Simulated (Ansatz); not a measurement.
# Σ11 (113) boundary in fcc Cu with N (interstitial): structure and resistance, part 2 of 2

Wanted: what the Σ11 (113) boundary in fcc Cu with N (interstitial) costs an interconnect.

Ansatz 0.2.0; Ansatz plane-wave DFT, PBE, PAW files; relaxation of a bicrystal slab with its lowest layers held; PAW set soft_1 (the session's first sound run).

So far. Step 2 (Relaxing the bicrystal): The largest force component on a free atom ends at 0.028 eV/Å, under the tolerance of 0.03, after 5 steps.

### 3. Transmission across the boundary

Bulk layers of each grain are laid under and over the relaxed boundary, and a lead is named in the middle of each, away from the free faces. The mesh across the current, 16×16, is finer than the density's, because channels open and close sharply across the zone. Energies from -0.1 to 0.1 eV in steps of 0.05 eV are too few for the program's thermal sum, so it prints no conductance; for a metal the transmission near the Fermi level serves, at a fraction of the cost.

This step: Ansatz plane-wave DFT, PBE, PAW files; ballistic transport by layer matching (Landauer), zero bias; boundary relaxed in a short slab, bulk layers laid on; PAW set soft_1 (Ansatz 0.2.0).

System of this step: Σ11 (113) boundary in fcc Cu with N (interstitial). The cell holds 81 atoms: 80 Cu and 1 N. Cell: a = 5.112 Å, b = 4.427 Å, c = 50.921 Å, α = 90.0°, β = 90.0°, γ = 73.2°. It derives from Cu. Regions: lower grain, 32 atoms (32 Cu); boundary, 23 atoms (22 Cu and 1 N); upper grain, 26 atoms (26 Cu). Vacuum lies along c.

Contents of input.yaml:

```yaml
crystal:
  lattice:
    - [5.1123254594, 0.0, 0.0]
    - [1.2780813649, 4.2389163388, 0.0]
    - [0.0, 0.0, 50.9211010692]
  atoms:
    - { symbol: Cu, position: [2.8636363637, -11.4545454546, 0.0785528969] }
    - { symbol: Cu, position: [3.3636363637, -11.4545454546, 0.0785528969] }
    - { symbol: Cu, position: [2.7272727273, -10.9090909091, 0.0999576078] }
    - { symbol: Cu, position: [3.2272727273, -10.9090909091, 0.0999576078] }
    - { symbol: Cu, position: [2.590909091, -10.3636363637, 0.1213623188] }
    - { symbol: Cu, position: [3.090909091, -10.3636363637, 0.1213623188] }
    - { symbol: Cu, position: [2.4545454546, -9.8181818182, 0.1427670297] }
    - { symbol: Cu, position: [2.9545454546, -9.8181818182, 0.1427670297] }
    - { symbol: Cu, position: [2.3181818182, -9.2727272728, 0.1641717407] }
    - { symbol: Cu, position: [2.8181818182, -9.2727272728, 0.1641717407] }
    - { symbol: Cu, position: [2.1818181819, -8.7272727273, 0.1855764517] }
    - { symbol: Cu, position: [2.6818181819, -8.7272727273, 0.1855764517] }
    - { symbol: Cu, position: [2.0454545455, -8.1818181818, 0.2069811626] }
    - { symbol: Cu, position: [2.5454545455, -8.1818181818, 0.2069811626] }
    - { symbol: Cu, position: [1.9090909091, -7.6363636364, 0.2283858736] }
    - { symbol: Cu, position: [2.4090909091, -7.6363636364, 0.2283858736] }
    - { symbol: Cu, position: [1.7727272728, -7.0909090909, 0.2497905845] }
    - { symbol: Cu, position: [2.2727272728, -7.0909090909, 0.2497905845] }
    - { symbol: Cu, position: [1.6363636364, -6.5454545455, 0.2711952955] }
    - { symbol: Cu, position: [2.1363636364, -6.5454545455, 0.2711952955] }
    - { symbol: Cu, position: [1.5, -6.0, 0.2926000065] }
    - { symbol: Cu, position: [2.0, -6.0, 0.2926000065] }
    - { symbol: Cu, position: [1.3636363636, -5.4545454546, 0.3140047174] }
    - { symbol: Cu, position: [1.8636363636, -5.4545454546, 0.3140047174] }
    - { symbol: Cu, position: [1.2272727273, -4.9090909091, 0.3354094284] }
    - { symbol: Cu, position: [1.7272727273, -4.9090909091, 0.3354094284] }
    - { symbol: Cu, position: [1.0909090909, -4.3636363637, 0.3568141393] }
    - { symbol: Cu, position: [1.5909090909, -4.3636363637, 0.3568141393] }
    - { symbol: Cu, position: [0.9545454545, -3.8181818182, 0.3782188503] }
    - { symbol: Cu, position: [1.4545454545, -3.8181818182, 0.3782188503] }
    - { symbol: Cu, position: [0.8181818182, -3.2727272728, 0.3996235613] }
    - { symbol: Cu, position: [1.3181818182, -3.2727272728, 0.3996235613] }
    - { symbol: Cu, position: [0.6818181818, 0.2727272727, 0.4210282722] }
    - { symbol: Cu, position: [0.1818181818, 0.2727272727, 0.4210282722] }
    - { symbol: Cu, position: [0.5468685904, 0.8145385331, 0.4430436057] }
    - { symbol: Cu, position: [0.045876341, 0.8150944574, 0.4428893927] }
    - { symbol: Cu, position: [0.4102403511, 0.3576614819, 0.4637543013] }
    - { symbol: Cu, position: [0.9105069983, 0.3577228014, 0.4642005643] }
    - { symbol: Cu, position: [0.2747048536, 0.9036020991, 0.4857592338] }
    - { symbol: Cu, position: [0.7743823057, 0.9034944122, 0.4864558201] }
    - { symbol: Cu, position: [0.1349578497, 0.4384374471, 0.5065620711] }
    - { symbol: Cu, position: [0.644706051, 0.4358987302, 0.5067825674] }
    - { symbol: Cu, position: [-0.0054067815, -9.09045e-05, 0.5323816158] }
    - { symbol: Cu, position: [0.5143112113, -0.0157615396, 0.5324139128] }
    - { symbol: "N", position: [0.3345526526, 0.6452410494, 0.5314964852] }
    - { symbol: Cu, position: [0.1345319481, 0.4451588154, 0.557315299] }
    - { symbol: Cu, position: [0.6431545568, 0.4394841177, 0.5570697151] }
    - { symbol: Cu, position: [0.2737202422, 0.9108964839, 0.5789397474] }
    - { symbol: Cu, position: [0.7735280844, 0.9084268697, 0.5781789286] }
    - { symbol: Cu, position: [0.408833078, 0.3654772837, 0.600315814] }
    - { symbol: Cu, position: [0.909042525, 0.3647070664, 0.5997886707] }
    - { symbol: Cu, position: [0.5457015355, 0.8208096349, 0.6216355359] }
    - { symbol: Cu, position: [0.0448477702, 0.8206115257, 0.6217696734] }
    - { symbol: Cu, position: [0.6819139403, 0.2764748433, 0.6431688059] }
    - { symbol: Cu, position: [0.1810509939, 0.2760314483, 0.6432029154] }
    - { symbol: Cu, position: [0.8178461035, -3.2692013996, 0.6645905716] }
    - { symbol: Cu, position: [1.3178461035, -3.2692013996, 0.6645905716] }
    - { symbol: Cu, position: [0.9542097398, -3.8146559451, 0.6859952826] }
    - { symbol: Cu, position: [1.4542097398, -3.8146559451, 0.6859952826] }
    - { symbol: Cu, position: [1.0905733762, -4.3601104906, 0.7073999935] }
    - { symbol: Cu, position: [1.5905733762, -4.3601104906, 0.7073999935] }
    - { symbol: Cu, position: [1.2269370126, -4.905565036, 0.7288047045] }
    - { symbol: Cu, position: [1.7269370126, -4.905565036, 0.7288047045] }
    - { symbol: Cu, position: [1.3633006489, -5.4510195815, 0.7502094155] }
    - { symbol: Cu, position: [1.8633006489, -5.4510195815, 0.7502094155] }
    - { symbol: Cu, position: [1.4996642853, -5.9964741269, 0.7716141264] }
    - { symbol: Cu, position: [1.9996642853, -5.9964741269, 0.7716141264] }
    - { symbol: Cu, position: [1.6360279217, -6.5419286724, 0.7930188374] }
    - { symbol: Cu, position: [2.1360279217, -6.5419286724, 0.7930188374] }
    - { symbol: Cu, position: [1.772391558, -7.0873832178, 0.8144235483] }
    - { symbol: Cu, position: [2.272391558, -7.0873832178, 0.8144235483] }
    - { symbol: Cu, position: [1.9087551944, -7.6328377633, 0.8358282593] }
    - { symbol: Cu, position: [2.4087551944, -7.6328377633, 0.8358282593] }
    - { symbol: Cu, position: [2.0451188308, -8.1782923087, 0.8572329703] }
    - { symbol: Cu, position: [2.5451188308, -8.1782923087, 0.8572329703] }
    - { symbol: Cu, position: [2.1814824671, -8.7237468542, 0.8786376812] }
    - { symbol: Cu, position: [2.6814824671, -8.7237468542, 0.8786376812] }
    - { symbol: Cu, position: [2.3178461035, -9.2692013996, 0.9000423922] }
    - { symbol: Cu, position: [2.8178461035, -9.2692013996, 0.9000423922] }
    - { symbol: Cu, position: [2.4542097399, -9.8146559451, 0.9214471031] }
    - { symbol: Cu, position: [2.9542097399, -9.8146559451, 0.9214471031] }
kpoints:
  mp_grid: { grid: [6, 6, 1] }
hamiltonian:
  xc: pbe
  pseudopotentials: { kind: paw, azcp: { folder: soft_1 } }
scf:
  occupations: { method: fermi_dirac, width: 0.1 }
output:
  transmission:
    leads: [[18, 20], [65, 67]]
    kmesh: [16, 16]
    e_range: [-0.1, 0.1]
    de: 0.05
  write_potential: true
  write_density: true
  volumetric_format: npy
  elf: true
```

Command:

```
$ ansatz run input.yaml --threads 4 --pin off --max-ram 15360MiB --backend cpu --events-out ev --progress --plain --runs-dir out
```

Numbers of over 12 decimals in the logs are rounded to 6 here.

What it wrote:

```text
[...]
Crystal: 81 atoms, lattice volume = 1103.497 Å³
Basis set: ecut = 420 eV, 21673 PW (Γ)
Bands: 915, of which v1, the nominal top of the filled ones, is band 763 counted from 1 (762 counted from 0)
Symmetry: 1 space group operations
[...]
k-points: 20 of 36 (time reversal used)
[...]
SCF iter   1: F=—  HF=-530466.469911 eV  |F-HF|=—  |Δ(HF+E_count)|=         —  Δρ=2.48e-1  dr2=4.16e2  ethr=3.10e-3  ⟨swp⟩=5.0  Hψ=58847  notcnv=0  defer=1690
[...]
SCF iter  18: F=-530392.676488 eV  HF=-530392.676488 eV  |F-HF|=1.51e-9  |Δ(HF+E_count)|=  1.16e-10  Δρ=3.65e-7  dr2=1.80e-9  ethr=1.00e-12  ⟨swp⟩=1.1  Hψ=35204  notcnv=0
SCF 1 converged in 18 iterations: F = -530392.676488 eV  dr2 = 1.80e-9
[...]
transmission: 611 of 6110 steps passed
transmission: 1222 of 6110 steps passed
[...]
transmission: 6110 of 6110 steps passed
WARN: The input density's exchange-correlation potential varies sharply where the density is thin. Do not read a vacuum level from v_tot or v_xc, or from such a field of the output density. On a cell that repeats whose density bears no net charge and no dipole along the vacuum's axis use v_es (v_loc + v_h of the components); under efield.dipole_correction with no amplitude use v_es + v_field, which holds any external [...]
SCF converged after 18 iterations
an eigenvalue changed by more than its tolerance at an iteration that met the thresholds in force, so the SCF went on 2 times: the last check was not made
the last check of whether an eigenvalue changes by more than its tolerance under the output density was not made (no_room)
Free energy (F): -530392.676488 eV
[...]
Internal energy: -530391.822058 eV  (E = F + TS)
E sigma→0 (E₀):  -530392.249273 eV
Entropy (-TS):   -0.854431 eV (-10.549 meV/atom)
Fermi energy:    13.481733 eV
[...]
--- Band table (eV; the first three rows and the last of 20) ---
  k-point 0: bands = [... 759 lower, 13.5119, 13.5800, 13.6671, 13.6962, 13.7254, 13.9008, 13.9867, 14.0904, ... 148 higher]
  k-point 1: bands = [... 759 lower, 13.5922, 13.6726, 13.7469, 13.7857, 13.8297, 13.8424, 13.9168, 13.9199, ... 148 higher]
  k-point 2: bands = [... 759 lower, 13.2643, 13.2819, 13.3272, 13.3924, 13.4204, 13.4632, 13.5475, 13.6259, ... 148 higher]
  k-point 19: bands = [... 759 lower, 12.8045, 12.8833, 12.9078, 12.9679, 13.0555, 13.0962, 13.1710, 13.2521, ... 148 higher]
--- Transmission ---
  basis      : 191 plane waves across, 47 finite elements along
  points     : 130, standing for a mesh of 16 x 16
  energies   : 5 from -0.100000 to 0.100000 eV about the Fermi level, 0.050000 eV apart; the leads are filled to 0.000000 eV, and channels, transmission and decay are at 0.000000 eV
  crystal 0  : Cu4, at the sites [18, 20], period 2.1799 Å, over 18.53 Å; its Hamiltonian steps by up to 3.5 meV
    offset         : up to 0.0000 Å between an atom of the period and one for which it stands
    channels       : 3.097656e0 a spin
    conductance    : none, the energies end too early or step too widely for 300 K: set another output.transmission.e_range or a lower de, or, where they end at an eighth of basis.ecutwfc, a higher one
[...]
channels       : 3.097656e0 a spin
[...]
junction   : crystal 0 to crystal 1, 14.35 to 37.65 Å
    transmission   : 1.649847e0 a spin
[...]
```

Run time: 1.9 h. Hardware: 4 threads of Arm Neoverse V1, shared host; peak memory 11 GiB.

This step gave:

- free energy: -530392.6765 eV
- energy at zero smearing: -530392.2493 eV
- Fermi energy: 13.48 eV
- cell area: 21.67 Å²
- transmission per spin nearest the Fermi level: 1.650
- open channels per spin nearest the Fermi level: 3.098
- open channels per spin, upper lead: 3.098
- step of the lead's potential: 3.5 meV
- step of the upper lead's potential: 3.4 meV

Per spin. Transmission, zone mean against energy, zero at the Fermi level:

```tsv
energy (eV)	transmission, zone mean
-0.1000	1.64
-0.0500	1.64
0.0000	1.65
0.0500	1.66
0.1000	1.67
```

Per spin. Table of open channels, zone mean by energy, zero at the Fermi level:

```tsv
energy (eV)	lead	upper lead
-0.1000	3.06	3.06
-0.0500	3.09	3.06
0.0000	3.10	3.10
0.0500	3.11	3.11
0.1000	3.13	3.13
```

Transmission over k1 and k2. At 0.0000 eV from the Fermi level.

Ten even steps from '_' (0.50) to '@' (2.47):
```
@@@@##==----++##++**##++++##%%@@
@@##++==--::==******##****##@@@@
****++==----==**##**%%%%##%%%%%%
**++==------==******%%%%######**
++==----====++******##****++**++
----==++++++**####****==--====--
..__--++++++##%%####**==--::....
______....==##%%##%%##==....____
......::--==**####%%##++++++--__
----====--==****####**++++++==--
++++**++****##******++====----==
****######%%%%******==------==++
**%%%%%%##%%%%**##**==----==++**
@@@@@@##****##******==::--==++##
@@@@%%##++++##**++##++----==##@@
@@@@%%**==--**##**##**--==**%%@@
```
Columns: k1 (b1) from -0.5 to 0.438; rows upwards: k2 (b2) from -0.5 to 0.438.

Open channels over k1 and k2. At 0.0000 eV from the Fermi level.

Ten even steps from '0' (2.00) to '9' (4.00):
```
9995500000099999
9955550005999999
5555555555999999
5555555555999995
5555555559999555
5555555555555555
0055555555550000
0000055555550000
0000055555555550
5555555555555555
5555999955555555
5599999555555555
5999999555555555
9999999500055559
9999990000005599
9999900000009999
```
Columns: k1 (b1) from -0.5 to 0.438; rows upwards: k2 (b2) from -0.5 to 0.438.

ELF in the cb plane at fractional x = 0.335, with atoms of Cu and N within 0.2 Å of it. It is the smooth field of the valence electrons, not physical close to the nuclei.

Values, 7 rows by 16 columns, each cell a mean:
```
0.24 0.18 0.18 0.24 0.19 0.19 0.26 0.15 0.25 0.20 0.16 0.25 0.21 0.19 0.24 0.17
0.23 0.23 0.29 0.22 0.22 0.22 0.17 0.19 0.66 0.51 0.14 0.17 0.25 0.21 0.20 0.37
0.25 0.19 0.21 0.22 0.24 0.21 0.21 0.28 0.54 0.59 0.20 0.21 0.21 0.24 0.20 0.23
0.24 0.21 0.21 0.23 0.18 0.17 0.22 0.19 0.58 0.41 0.20 0.19 0.18 0.21 0.22 0.21
0.17 0.18 0.21 0.18 0.18 0.21 0.20 0.16 0.17 0.16 0.18 0.18 0.21 0.19 0.17 0.22
0.16 0.17 0.19 0.17 0.21 0.17 0.22 0.21 0.17 0.19 0.22 0.21 0.17 0.21 0.16 0.19
0.19 0.20 0.22 0.20 0.22 0.22 0.16 0.20 0.16 0.18 0.18 0.17 0.23 0.21 0.20 0.23
```
Columns run along c (16.0 Å, from fractional 0.36 to 0.68 of the cell), rows up along b (4.4 Å). Atoms in or near the plane, at fractional coordinates: Cu at (0.40, 0.73), N at (0.53, 0.65), Cu at (0.66, 0.73).

Valence density in the cb plane at fractional x = 0.335, with atoms of Cu and N within 0.2 Å of it. It is the smooth field of the valence electrons, not physical close to the nuclei.

Values in e/Å³, 7 rows by 16 columns, each cell a mean:
```
 0  1  1  0  0  1 14  1  0  0  3 12  0  0  0  1
 0  9 16  0  0  0  4  0  1  1  1  3  0  0  1 24
 0  4  7  0  0  0  0  0  2  1  0  0  0  0  0 10
 0  0  0  0  1  4  0  0  1  1  0  1  5  0  0  0
 1  1  0  1  1  8  0  0  0  0  0  1  8  0  1  0
 2  1  0  1  0  1  0  0  0  0  0  0  1  0  1  0
 0  0  0  0  0  0  1  0  0  0  1  1  0  0  0  0
```
Columns run along c (16.0 Å, from fractional 0.36 to 0.68 of the cell), rows up along b (4.4 Å). Atoms in or near the plane, at fractional coordinates: Cu at (0.40, 0.73), N at (0.53, 0.65), Cu at (0.66, 0.73).

Electrostatic potential energy in the cb plane at fractional x = 0.335, with atoms of Cu and N within 0.2 Å of it. With pseudopotentials it is smooth inside the atoms' cores, unlike the true potential.

Ten even steps from '0' (-46 eV) to '9' (15 eV), each cell a mean:
```
99999889999999983005899989998300489999999988
99985237999999972004899999997300489999998523
99961004899999985237998657999634799999997200
99961004899999998889996214999988999999997200
99984236999999999999996214999999988999998522
99998789999996558999998657999999745799999878
99999999999973016999899999989998401599999999
98679999889972015999889999988998300589988999
85347997668985347999999999999999634799866899
85347997668998889999999999999999988999866899
97668998889999999899999888999988999999988999
99999999999999996457999878999644799999999999
```
Columns run along c (16.0 Å, from fractional 0.36 to 0.68 of the cell; values clipped at the 3rd and 97th percentile), rows up along b (4.4 Å). Atoms in or near the plane, at fractional coordinates: Cu at (0.40, 0.73), N at (0.53, 0.65), Cu at (0.66, 0.73).

Over the solved energies the transmission per spin lies between 1.64 and 1.67, out of 3.10 channels of the lead on average (up to 3.13).

### 4. Specific resistance

This step: Ansatz plane-wave DFT, PBE, PAW files; ballistic transport by layer matching (Landauer), zero bias; specific resistance of the boundary; PAW set soft_1 (Ansatz 0.2.0).

This step gave:

```yaml
area_resistance: 0.7898 fΩ m²
t_over_the_leads_mean_channel_count: 0.5337
```

Averaged over the energies near the Fermi level, 53.4 % of the channels pass, which makes 0.790 fΩ m².

By hand, with T and the leads' channels N averaged over the energies near the Fermi level: RA = A (h/2e²)(1/T − ½[1/N₁ + 1/N₂]) = 21.67×10⁻²⁰ m² × 12 906 Ω × (1/1.651 − ½[1/3.098 + 1/3.091]) = 0.790 fΩ m².

### 5. What came out

| Property | Result |
| --- | --- |
| specific resistance of the boundary | 0.790 fΩ m² |
| share of channels that pass | 0.534 |

The boundary has a specific resistance of 0.79 fΩ m². The boundary reflects 47 % of the channels; 0.79 fΩ m² is 7.9×10⁻¹² Ω·cm². That equals the resistance of 46 nm of bulk Cu at 300 K (measured 1.725 µΩ cm, CRC Handbook of Chemistry and Physics, 84th ed., 2003, Electrical Resistivity of Pure Metals). One N in 21.7 Å² of boundary is a high coverage. One starting structure was relaxed; another shift or atom count at the boundary may lie lower.

[Logs are printed without paths, hosts, clocks, repeated set-up lines and the standing remarks that a program may print on its own settings, such as how far it seeks lower states.]

[Hosts, paths, dates, database ids (printed as entryN), source tags and the programs' standing remarks are cut or masked in the printed files.]
